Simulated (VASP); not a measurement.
## Results of a VASP single-point calculation on HgTe (rocksalt)

POSCAR

```
Hg Te
 1.0000000000000000
     0.0000000000000000    3.0434522883094655    3.0434522883094655
     3.0434522883094659    0.0000000000000000    3.0434522883094655
     3.0434522883094659    3.0434522883094655   -0.0000000000000000
 Hg  Te
   1   1
Cartesian
 -0.0000000000000000 -0.0000000000000000  0.0000000000000000
  3.0434522883094655  3.0434522883094659  3.0434522883094663
```

- gap between bands v and c: -2.65 eV (bands overlap: a metal)
- least direct gap: 0.00 eV

Band v is the last that the valence electrons fill when counted band by band, and c is the next. Levels in eV from the top of v:

```json
{"point": "Γ", "v−1": "-1.04", "v": "-1.04", "c": "-0.87", "c+1": "7.82"}
{"point": "X", "v−1": "-2.96", "v": "-2.65", "c": "-2.65", "c+1": "4.92"}
{"point": "W", "v−1": "-3.68", "v": "-3.68", "c": "1.67", "c+1": "4.87"}
{"point": "K", "v−1": "-4.10", "v": "-1.79", "c": "-0.10", "c+1": "5.72"}
{"point": "L", "v−1": "0.00", "v": "0.00", "c": "2.80", "c+1": "3.73"}
```

Question: Which of these levels of theory gave these results?
A. PBEsol
B. PBE with spin–orbit coupling
C. LDA
D. PBE
E. HSE06
F. PBE0
G. r²SCAN

Answer: G.

The INCAR was:

```
LASPH = .TRUE.
ISIF = 2
ENCUT = 520
PREC = Accurate
ALGO = Normal
SIGMA = 0.02
LREAL = .FALSE.
EDIFF = 1E-7
METAGGA = R2SCAN
LCHARG = .FALSE.
IBRION = -1
NSW = 0
NELM = 120
ISMEAR = -1
LWAVE = .FALSE.
NBANDS = 16
```
